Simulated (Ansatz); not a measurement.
The system is ZrB2.

```
CELL_PARAMETERS angstrom
3.17000 0.00000 0.00000
-1.58500 2.74530 0.00000
0.00000 0.00000 3.53300
ATOMIC_POSITIONS crystal
Zr 0.00000 0.00000 0.00000
B 0.66667 0.33333 0.50000
B 0.33333 0.66667 0.50000
```

Base run:

* Program: Ansatz 0.2.0
* Functional: revPBE
* Potentials or basis: Ansatz PAW
* Cutoff: 420 eV
* Density cutoff: 1680 eV
* k mesh: 10 × 10 × 8
* Occupations: fermi-dirac, width 0.05 eV
* Spin: no spin polarisation

Its results: band gap on the k mesh none (metal or under the smearing width); pressure 3.5 GPa.

**Question.** The run is repeated on the same cell with these changes: functional from revPBE to PBEsol. What comes out?

**Answer.** Band gap on the k mesh none (metal or under the smearing width); pressure -4.1 GPa.

PBEsol binds more tightly than revPBE, so the same cell stands under less pressure.

Caveats: the PAW data sets come from PBE, with cores solved anew for the run's functional, which leaves a small shift of forces and pressure; the potentials were made for another functional, which shifts forces and pressure (some runs).

Not every run made on this cell is shown here.
